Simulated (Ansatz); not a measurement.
Reactions of C2H3F3O, SMILES `OCC(F)(F)F`.

Program: Ansatz. Geometries: PBE0-D4/def2-TZVP. ΔE: electronic, gas phase. CCSD(T)/CBS is the MP2 limit (def2-TZVPP, def2-QZVPP) plus CCSD(T) − MP2 in def2-TZVPP, frozen cores. This one scheme is used for every species. Functionals use def2-TZVPP. No spin–orbit coupling; open shells (•) take unrestricted orbitals. Elements past krypton have def2 core potentials. For Se, Sn outer-core shells are correlated without core-valence functions, which leaves a few kJ/mol of doubt a bond. Scalar relativity is left out up to krypton. Each species was taken in one conformer, which may not be the lowest.

| reaction | CCSD(T)/CBS(def2) (kJ/mol) |
| --- | --- |
| `OCC(F)(F)F` + `[SnH4]` → `O[CH2][SnH3]` + trifluoromethane | 21 |
| `OCC(F)(F)F` → `[CH2]C(F)(F)F`• + `[OH]`• | 425 |
| `OCC(F)(F)F` + H₂O → `OCC(O)(F)F` + H–F | -11 |
| `OCC(F)(F)F` + H₂S → `FC(F)(F)S` + CH₃OH | ? |
| `OCC(F)(F)F` + `N[SiH2]N` → `N[SiH2]NCO` + trifluoromethane | 29 |
| `OCC(F)(F)F` + H₂ → `CC(F)(F)F` + H₂O | -122 |
| `OCC(F)(F)F` + `C[SeH]` → `C[Se]C(F)(F)F` + CH₃OH | 41 |
| `OCC(F)(F)F` → `F[C](F)F`• + `[CH2]O`• | ? |
| `OCC(F)(F)F` → `OCF` + `F[C]F` | 279 |
| `OCC(F)(F)F` + difluoromethane → `OCC(F)(F)C(F)F` + H–F | ? |

(1) Fill in the missing values. (Estimate.)

Largest T1 diagnostic: 0.017, for `F[C]F`.

Results:

(1) Ansatz gave: `OCC(F)(F)F` + H₂S → `FC(F)(F)S` + CH₃OH: +54.2 kJ/mol; `OCC(F)(F)F` → `F[C](F)F`• + `[CH2]O`•: +423.6 kJ/mol; `OCC(F)(F)F` + difluoromethane → `OCC(F)(F)C(F)F` + H–F: -7.0 kJ/mol.
